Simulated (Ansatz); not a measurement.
# CsSnI3 (Pm-3m) in Ansatz: settings compared

One crystal, CsSnI3, is run at these levels: PBE, RPBE, RPBE+D3(BJ), RPBE+D4; tasks: relaxation of cell and atoms, single point.

Everything below comes from runs of Ansatz 0.2.0. Logs are shortened: lines on timing, memory, paths and dates and some standing lists are left out, and cuts for length are marked.

## Step 1: The crystal as given

It takes space group Pm-3m (No. 221, cubic). Conventional cell: a = 6.206 Å, b = 6.206 Å, c = 6.206 Å, α = 90.00°, β = 90.00°, γ = 90.00°. Around Cs (site symmetry m-3m) lie 12 I at 4.39 Å. I (site symmetry 4/mmm) is surrounded by 2 Sn at 3.10 Å. Sn (site symmetry m-3m) is surrounded by 6 I at 3.10 Å.

## Step 2: Relaxation of cell and atoms, PBE

input.yaml

```yaml
crystal:
  lattice:
    - [6.2057, 0.0, 0.0]
    - [0.0, 6.2057, 0.0]
    - [0.0, 0.0, 6.2057]
  atoms:
    - { symbol: Cs, position: [0.0, 0.0, 0.0] }
    - { symbol: I, position: [0.5, 0.5, 0.0] }
    - { symbol: I, position: [0.5, 0.0, 0.5] }
    - { symbol: I, position: [0.0, 0.5, 0.5] }
    - { symbol: Sn, position: [0.5, 0.5, 0.5] }
hamiltonian:
  xc: pbe
  pseudopotentials: { kind: paw }
kpoints:
  mp_grid: { grid: [4, 4, 4] }
scf:
  occupations: { method: fermi_dirac, width: 0.05 }
output:
  forces: true
  stress: true
  eigenvalues: true
relax:
  f_tol: 0.01
  max_steps: 40
  cell: { stress_tol: 0.05 }
```

Potentials or basis: Ansatz PAW.

On the command line:

```console
ansatz run input.yaml --threads 2 --pin off --max-ram 5632MiB --backend cpu --events-out ev --progress --plain --runs-dir out
```

Output:

```text
Warning: RAYON_NUM_THREADS=2 ignored (pool sized by the plan → 2); use --threads N
Engine: ansatz 0.2.0, aarch64-unknown-linux-gnu
Pseudopotentials: kind: paw
Pseudopotential: Cs, paw, valence charge 9, recommended cutoff 420 eV (normal), Cs.paw.azcp
Pseudopotential: I, paw, valence charge 17, recommended cutoff 420 eV (normal), I.paw.azcp
Pseudopotential: Sn, paw, valence charge 14, recommended cutoff 420 eV (normal), Sn.paw.azcp
Functional definition: PBE
  parameter kappa = 0.804
  parameter beta = 0.06672455060314922
  exchange = pbe_x(kappa = kappa, mu = beta*pi^2/3)
  correlation = pbe_c(beta = beta)
Crystal: 5 atoms, lattice volume = 238.986 Å³
Basis set: ecut = 420 eV, 4697 PW (Γ), exchange–correlation on 90×90×90 points (8 copies of the dense FFT grid, shifted against one another)
Bands: 45, of which v1, the nominal top of the filled ones, is band 37 counted from 1 (36 counted from 0)
Symmetry: 48 space group operations
Space group: Pm-3m (ITA 221), of the structure as read, at distance tolerance 6.2e-5 Å
k-points: 10 of 64
Non-local potential: Cs, projectors of the file, l = 0: 3, l = 1: 2, l = 2: 2, l = 3: 2
Non-local potential: I, projectors of the file, l = 0: 2, l = 1: 2, l = 2: 2, l = 3: 2
Non-local potential: Sn, projectors of the file, l = 0: 2, l = 1: 2, l = 2: 2, l = 3: 2
PAW form: soft (Blöchl's): semilocal exchange-correlation on the pseudo side does not see the compensation charge
PAW one-centre angular grid: Cs, 194 points (default); XC on 64 Gauss nodes
PAW one-centre angular grid: I, 590 points (default); XC on 64 Gauss nodes
PAW one-centre angular grid: Sn, 590 points (default); XC on 64 Gauss nodes
Initial density: superposition of atomic densities (neutral atoms: chi_scale 0, normalization atom), corrected by the library's trained network
Initial wavefunctions: pseudopotential atomic-orbital guess
Functional: x = pbe(κ = 0.804, μ = 0.2195149727645171), c = pbe(β = 0.06672455060314922)
SCF iter   1: F=—  HF=-34238.400389 eV  |F-HF|=—  |Δ(HF+E_count)|=         —  Δρ=8.75e-4  dr2=1.79e-3  ethr=1.77e-3  ⟨swp⟩=10.5  Hψ=2142  notcnv=0  defer=6
preconditioner: auto → Resta (q_TF=auto, 2.244 Å⁻¹)  ε∞=3.0  [insulator: Δε(μ)=0.313 eV  Ē_g=9.674 eV  σ=0.050 eV  W_gap=0.90  n_scr=32 (ndim 8)  ℏωp=13.6 eV  f_vac=0.147  D(μ)=0.09/eV (n_scr^D=0)  ε∞_Penn≈3.0]
SCF iter   2: F=—  HF=-34238.399570 eV  |F-HF|=—  |Δ(HF+E_count)|=   8.19e-4  Δρ=5.96e-4  dr2=7.68e-4  ethr=2.42e-6  ⟨swp⟩=3.0  Hψ=1034  notcnv=0  defer=12
SCF iter   3: F=—  HF=-34238.399713 eV  |F-HF|=—  |Δ(HF+E_count)|=   1.43e-4  Δρ=2.58e-4  dr2=1.86e-4  ethr=1.04e-6  ⟨swp⟩=3.0  Hψ=830  notcnv=0  defer=12
SCF iter   4: F=—  HF=-34238.399840 eV  |F-HF|=—  |Δ(HF+E_count)|=   1.27e-4  Δρ=9.32e-5  dr2=2.76e-5  ethr=2.52e-7  ⟨swp⟩=2.0  Hψ=563  notcnv=0  defer=12
SCF iter   5: F=—  HF=-34238.399834 eV  |F-HF|=—  |Δ(HF+E_count)|=   5.92e-6  Δρ=3.07e-5  dr2=2.36e-6  ethr=3.73e-8  ⟨swp⟩=2.0  Hψ=571  notcnv=0  defer=12
SCF iter   6: F=—  HF=-34238.399834 eV  |F-HF|=—  |Δ(HF+E_count)|=   5.53e-8  Δρ=1.18e-5  dr2=3.04e-7  ethr=3.19e-9  ⟨swp⟩=2.0  Hψ=642  notcnv=0  defer=12
SCF iter   7: F=-34238.399834 eV  HF=-34238.399834 eV  |F-HF|=8.45e-9  |Δ(HF+E_count)|=   2.10e-7  Δρ=2.24e-6  dr2=7.32e-9  ethr=1.35e-10  ⟨swp⟩=12.5  Hψ=2135  notcnv=0
SCF 1 converged in 7 iterations: F = -34238.399834 eV  dr2 = 7.32e-9
relax step   1: F+E_penalty+E_count = -34238.39983362 eV  Δ(F+E_penalty+E_count) = +0.000e0 eV  max|allowed force component| = 1.116e-28 eV/Å  Δτ_max = 0.0000 Å  P = +0.803 GPa  Ω = 238.986 Å³  (7 SCF iters, dr2 threshold 1.00e-7 eV, accepted)
Crystal: 5 atoms, lattice volume = 244.444 Å³
Basis set: ecut = 420 eV, 4801 PW (Γ), exchange–correlation on 90×90×90 points (8 copies of the dense FFT grid, shifted against one another)
Initial density: handed on by an earlier stage of this run
Initial wavefunctions: those handed on with the density
iter 1 solved again at ethr=3.71e-6 eV; its pass at ethr=3.10e-3 eV (dr2=2.74e-3 eV) is discarded
SCF iter   1: F=—  HF=-34238.420856 eV  |F-HF|=—  |Δ(HF+E_count)|=         —  Δρ=5.89e-4  dr2=2.72e-3  ethr=3.71e-6  ⟨swp⟩=2.8  Hψ=2422  notcnv=0
preconditioner: auto → Resta (q_TF=auto, 2.236 Å⁻¹)  ε∞=3.0  [insulator: Δε(μ)=0.420 eV  Ē_g=9.617 eV  σ=0.050 eV  W_gap=0.97  n_scr=32 (ndim 8)  ℏωp=13.4 eV  f_vac=0.150  D(μ)=0.03/eV (n_scr^D=0)  ε∞_Penn≈3.0]
SCF iter   2: F=—  HF=-34238.419974 eV  |F-HF|=—  |Δ(HF+E_count)|=   8.82e-4  Δρ=2.55e-4  dr2=5.35e-4  ethr=3.68e-6  ⟨swp⟩=2.0  Hψ=531  notcnv=0
SCF iter   3: F=—  HF=-34238.419779 eV  |F-HF|=—  |Δ(HF+E_count)|=   1.95e-4  Δρ=8.94e-5  dr2=5.35e-5  ethr=7.23e-7  ⟨swp⟩=2.1  Hψ=581  notcnv=0
SCF iter   4: F=—  HF=-34238.419733 eV  |F-HF|=—  |Δ(HF+E_count)|=   4.63e-5  Δρ=3.20e-5  dr2=4.67e-6  ethr=7.23e-8  ⟨swp⟩=2.0  Hψ=578  notcnv=0
SCF iter   5: F=-34238.419733 eV  HF=-34238.419733 eV  |F-HF|=1.58e-7  |Δ(HF+E_count)|=   4.63e-8  Δρ=7.37e-6  dr2=1.23e-7  ethr=6.76e-10  ⟨swp⟩=7.4  Hψ=2381  notcnv=0
SCF 2 converged in 5 iterations: F = -34238.419733 eV  dr2 = 1.23e-7
relax step   2: F+E_penalty+E_count = -34238.41973289 eV  Δ(F+E_penalty+E_count) = -1.990e-2 eV  max|allowed force component| = 2.607e-29 eV/Å  Δτ_max = 0.0000 Å  P = +0.398 GPa  Ω = 244.444 Å³  energy of the carried Pulay correction = -4.293e-4 eV  (5 SCF iters, dr2 threshold 5.00e-7 eV, accepted)
Crystal: 5 atoms, lattice volume = 250.052 Å³
Basis set: ecut = 420 eV, 4945 PW (Γ), exchange–correlation on 90×90×90 points (8 copies of the dense FFT grid, shifted against one another)
iter 1 solved again at ethr=3.79e-6 eV; its pass at ethr=3.10e-3 eV (dr2=2.80e-3 eV) is discarded
SCF iter   1: F=—  HF=-34238.427765 eV  |F-HF|=—  |Δ(HF+E_count)|=         —  Δρ=5.85e-4  dr2=2.78e-3  ethr=3.79e-6  ⟨swp⟩=2.8  Hψ=2422  notcnv=0
preconditioner: auto → Resta (q_TF=auto, 2.227 Å⁻¹)  ε∞=2.9  [insulator: Δε(μ)=0.515 eV  Ē_g=9.556 eV  σ=0.050 eV  W_gap=0.99  n_scr=32 (ndim 8)  ℏωp=13.3 eV  f_vac=0.160  D(μ)=0.01/eV (n_scr^D=0)  ε∞_Penn≈2.9]
SCF iter   2: F=—  HF=-34238.426862 eV  |F-HF|=—  |Δ(HF+E_count)|=   9.03e-4  Δρ=2.52e-4  dr2=5.40e-4  ethr=3.76e-6  ⟨swp⟩=2.0  Hψ=529  notcnv=0
SCF iter   3: F=—  HF=-34238.426668 eV  |F-HF|=—  |Δ(HF+E_count)|=   1.93e-4  Δρ=9.04e-5  dr2=5.71e-5  ethr=7.29e-7  ⟨swp⟩=2.1  Hψ=581  notcnv=0
SCF iter   4: F=—  HF=-34238.426629 eV  |F-HF|=—  |Δ(HF+E_count)|=   3.93e-5  Δρ=3.44e-5  dr2=5.36e-6  ethr=7.72e-8  ⟨swp⟩=2.0  Hψ=567  notcnv=0
SCF iter   5: F=-34238.426629 eV  HF=-34238.426629 eV  |F-HF|=1.75e-7  |Δ(HF+E_count)|=   2.51e-7  Δρ=8.01e-6  dr2=1.51e-7  ethr=5.35e-10  ⟨swp⟩=7.9  Hψ=2423  notcnv=0
SCF 3 converged in 5 iterations: F = -34238.426629 eV  dr2 = 1.51e-7
relax step   3: F+E_penalty+E_count = -34238.42662897 eV  Δ(F+E_penalty+E_count) = -6.896e-3 eV  max|allowed force component| = 3.057e-29 eV/Å  Δτ_max = 0.0000 Å  P = +0.028 GPa  Ω = 250.052 Å³  energy of the carried Pulay correction = -8.604e-4 eV  (5 SCF iters, dr2 threshold 3.96e-7 eV, accepted)
Initial wavefunctions: pseudopotential atomic-orbital guess (no wavefunctions were taken with the density)
iter 1 solved again at ethr=4.14e-7 eV; its pass at ethr=3.10e-3 eV (dr2=3.06e-4 eV) is discarded
SCF iter   1: F=—  HF=-34238.386419 eV  |F-HF|=—  |Δ(HF+E_count)|=         —  Δρ=5.41e-4  dr2=2.88e-5  ethr=4.14e-7  ⟨swp⟩=3.3  Hψ=3368  notcnv=0
preconditioner: auto → Resta (q_TF=auto, 2.227 Å⁻¹)  ε∞=2.9  [insulator: Δε(μ)=0.501 eV  Ē_g=9.545 eV  σ=0.050 eV  W_gap=0.98  n_scr=32 (ndim 8)  ℏωp=13.3 eV  f_vac=0.160  D(μ)=0.01/eV (n_scr^D=0)  ε∞_Penn≈2.9]
SCF iter   2: F=—  HF=-34238.415616 eV  |F-HF|=—  |Δ(HF+E_count)|=   2.92e-2  Δρ=2.71e-4  dr2=4.33e-6  ethr=3.89e-8  ⟨swp⟩=2.7  Hψ=743  notcnv=0
SCF iter   3: F=—  HF=-34238.425971 eV  |F-HF|=—  |Δ(HF+E_count)|=   1.04e-2  Δρ=9.28e-5  dr2=1.61e-6  ethr=5.86e-9  ⟨swp⟩=2.3  Hψ=686  notcnv=0
SCF iter   4: F=—  HF=-34238.427306 eV  |F-HF|=—  |Δ(HF+E_count)|=   1.33e-3  Δρ=3.00e-5  dr2=4.87e-7  ethr=2.17e-9  ⟨swp⟩=2.0  Hψ=617  notcnv=0
SCF iter   5: F=—  HF=-34238.427446 eV  |F-HF|=—  |Δ(HF+E_count)|=   1.40e-4  Δρ=6.64e-6  dr2=2.66e-8  ethr=6.58e-10  ⟨swp⟩=2.0  Hψ=820  notcnv=0
SCF iter   6: F=—  HF=-34238.427452 eV  |F-HF|=—  |Δ(HF+E_count)|=   6.46e-6  Δρ=1.36e-6  dr2=6.53e-9  ethr=3.60e-11  ⟨swp⟩=2.0  Hψ=592  notcnv=0
SCF iter   7: F=—  HF=-34238.427452 eV  |F-HF|=—  |Δ(HF+E_count)|=   1.62e-7  Δρ=1.83e-7  dr2=1.19e-10  ethr=8.82e-12  ⟨swp⟩=2.0  Hψ=673  notcnv=0
SCF iter   8: F=-34238.427452 eV  HF=-34238.427452 eV  |F-HF|=1.31e-10  |Δ(HF+E_count)|=   1.00e-9  Δρ=5.19e-8  dr2=7.09e-12  ethr=1.00e-12  ⟨swp⟩=6.8  Hψ=1802  notcnv=0
SCF 4 converged in 8 iterations: F = -34238.427452 eV  dr2 = 7.09e-12
relax step   4: F+E_penalty+E_count = -34238.42745218 eV  Δ(F+E_penalty+E_count) = -8.232e-4 eV  max|allowed force component| = 2.005e-29 eV/Å  Δτ_max = 0.0000 Å  P = +0.026 GPa  Ω = 250.052 Å³  stress off target by 2.63e-2 GPa  SCF on the basis re-selected at this cell (its energy is not comparable with the rows above)  (8 SCF iters)
basis re-selected at this cell: Δ(F+E_penalty+E_count) = -8.232e-4 eV, ΔP = -0.002 GPa vs the last step (what re-selecting the basis moved, of the pressure what is left beyond the Pulay correction that the steps carried, after the strain that the cell walked since its last selection, with what the two solves' SCF thresholds leave and, on support functions, any second-order correction that the steps lacked; it is no measure of the basis error at this ecutwfc). This SCF's stress stands 2.63e-2 GPa from its target on what of the cell is left free (relax.cell.stress_tol is 5.00e-2 GPa) and its largest allowed force component is 2.01e-29 eV/Å (relax.f_tol is 1.00e-2 eV/Å): within both
SCF converged after 8 iterations
Free energy (F): -34238.427452 eV
Harris-Foulkes:  -34238.427452 eV  (|F-HF|=1.31e-10)
Internal energy: -34238.427228 eV  (E = F + TS)
E sigma→0 (E₀):  -34238.427340 eV
Entropy (-TS):   -0.000225 eV (-0.045 meV/atom)
Fermi energy:    4.867962 eV
--- Per-component energies (eV) ---
  E_band       = -1452.548043
  E_kinetic    = 891.322913
  E_local      = -8964.860065  (includes V_loc(G=0)·N_el)
  E_nonlocal   = -275.055014
  E_hartree    = 4561.340367
  E_xc         = -940.993451
  E_vxc        = -607.446265  (∫ρ·V_xc dr)
  E_paw        = -23647.742767  (= ΣΔE_a)
  E_vpaw       = -1619.190371  (= ΣTr[D̂ρ^β])
  E_aug_tail   = -0.000087  (compensation charges beyond the density's cutoff)
  E_ewald      = -5862.439123
  E_smearing   = -0.000225  (= −TS)
  E_closure    = -0.000000  (closes the sum)
  Σ components = -34238.427452   (vs F -34238.427452, Δ=0.00e0)
--- Forces (eV/Å), atoms counted from 1 ---
  atom   1  Cs     0.00000000     0.00000000    -0.00000000
  atom   2  I     -0.00000000     0.00000000    -0.00000000
  atom   3  I      0.00000000     0.00000000     0.00000000
  atom   4  I     -0.00000000    -0.00000000    -0.00000000
  atom   5  Sn     0.00000000     0.00000000    -0.00000000
  max |Σ_I F_I| component: 2.60e-29 eV/Å
--- Stress (GPa, compression-positive) ---
        0.026342      -0.000000      -0.000000
       -0.000000       0.026342       0.000000
       -0.000000       0.000000       0.026342
  P = ⅓ Tr σ = 0.0263 GPa (0.263 kbar)
--- Band table (eV; the first three rows and the last of 10) ---
  k-point 0: bands = ["-40.2478", "-40.2476", "-40.2476", "-40.2103", "-40.2103", "-40.2103", "-40.2099", "-40.2099", "-40.2099", "-40.1081", "-40.1081", "-40.1081", "-40.1076", "-40.1076", "-40.1074", "-17.4752", "-17.3601", "-17.3601", "-17.3461", "-17.3461", "-17.3461", "-8.2509", "-7.6171", "-7.6171", "-4.2603", "-4.2603", "-4.2603", "-1.4710", "0.3274", "0.3274", "0.3274", "2.5975", "2.5975", "2.5975", "2.7327", "2.7327", "2.7327", "7.0360", "8.0476", "8.0476", "8.3859", "8.3859", "8.3859", "9.2565", "9.2565"]
  k-point 1: bands = ["-40.2478", "-40.2476", "-40.2476", "-40.2103", "-40.2102", "-40.2102", "-40.2099", "-40.2099", "-40.2099", "-40.1081", "-40.1081", "-40.1081", "-40.1076", "-40.1076", "-40.1074", "-17.4751", "-17.3601", "-17.3596", "-17.3462", "-17.3462", "-17.3461", "-8.1813", "-7.6965", "-7.6158", "-4.2578", "-4.2578", "-4.2531", "-1.9485", "0.3793", "0.3793", "1.2596", "2.4978", "2.4978", "2.5240", "2.6677", "2.6677", "2.7222", "7.5502", "7.6027", "8.3666", "8.5040", "8.5846", "8.7817", "8.7817", "9.2613"]
  k-point 2: bands = ["-40.2477", "-40.2476", "-40.2476", "-40.2103", "-40.2101", "-40.2101", "-40.2101", "-40.2101", "-40.2099", "-40.1081", "-40.1081", "-40.1081", "-40.1076", "-40.1075", "-40.1074", "-17.4749", "-17.3601", "-17.3591", "-17.3463", "-17.3463", "-17.3461", "-8.0740", "-7.8138", "-7.6146", "-4.2552", "-4.2552", "-4.2467", "-2.2484", "0.4363", "0.4363", "1.8972", "2.3729", "2.3729", "2.4548", "2.6287", "2.6287", "3.2227", "5.8781", "8.5055", "8.7616", "8.9424", "8.9424", "9.0982", "9.1192", "9.2412"]
  k-point 9: bands = ["-40.2476", "-40.2476", "-40.2476", "-40.2101", "-40.2101", "-40.2101", "-40.2101", "-40.2101", "-40.2101", "-40.1081", "-40.1081", "-40.1081", "-40.1075", "-40.1075", "-40.1075", "-17.4744", "-17.3586", "-17.3586", "-17.3464", "-17.3464", "-17.3464", "-7.8077", "-7.8077", "-7.8077", "-4.2763", "-4.2763", "-4.2763", "-3.4940", "1.7142", "1.7142", "1.7142", "2.3831", "2.3831", "3.1467", "3.1467", "3.1467", "4.6465", "5.1469", "5.1469", "5.1469", "7.8825", "8.8731", "8.8731", "8.8731", "10.0189"]
--- Relaxed structure (3 steps of the walk, 3 accepted, 1 SCFs on fresh bases) ---
  F+E_penalty+E_count = -34238.42745218 eV   max|allowed force component| = 2.005e-29 eV/Å   (the final SCF, on the basis selected at the relaxed cell)
  cell:  # Å, volume = 250.0520 Å³
    - [6.3000418657026085, 2.006177025403371e-34, -2.567906592516314e-34]
    - [-5.617295671129437e-35, 6.3000418657026085, 0.0]
    - [1.2197556314452493e-33, -6.419766481290786e-35, 6.3000418657026085]
  atoms:
    - { symbol: Cs, position: [2.7414121172026034e-35, -1.293118921247509e-37, 9.05183246237515e-37] }
    - { symbol: I, position: [0.5, 0.5, 2.198302169347945e-36] }
    - { symbol: I, position: [0.5, 2.4569259541619644e-36, 0.5] }
    - { symbol: I, position: [-3.620732984694134e-36, 0.5, 0.5] }
    - { symbol: Sn, position: [0.5, 0.5, 0.5] }
```

It took 14 s on 2 threads of Arm Neoverse V2, shared host; peak memory 0.56 GiB.

What came out:

```yaml
Free_energy: -34238.4275 eV
Relaxed_volume: 50.01 Å³/atom
Relaxed_cell: a = 6.300 Å, b = 6.300 Å, c = 6.300 Å, α = 90.00°, β = 90.00°, γ = 90.00°
Space_group_after_relaxing_to_0.05_Å: Pm-3m (No. 221)
Energy_gained_by_relaxing: 5.5 meV/atom
Ionic_steps: 4
Pressure_after_relaxing: 0.0 GPa
Band_gap_on_the_k_mesh: 0.50 eV, direct
```

The path:
```csv
step,energy change (eV),largest force (eV/Å),volume (Å³)
1,0.0000,0.0000,238.99
2,-0.0199,0.0000,244.44
3,-0.0268,0.0000,250.05
4,-0.0276,0.0000,250.05
```

Final structure:
```
CELL_PARAMETERS angstrom
6.30004 0.00000 0.00000
0.00000 6.30004 0.00000
0.00000 0.00000 6.30004
ATOMIC_POSITIONS crystal
Cs 0.00000 0.00000 0.00000
I 0.50000 0.50000 0.00000
I 0.50000 0.00000 0.50000
I 0.00000 0.50000 0.50000
Sn 0.50000 0.50000 0.50000
```

Caveat: the plane-wave basis is chosen anew once the cell has moved, so the energies of steps on either side of that aren't comparable; spin-orbit coupling is left out, which moves the levels of the heavy elements.

[end of part 1 of 2]
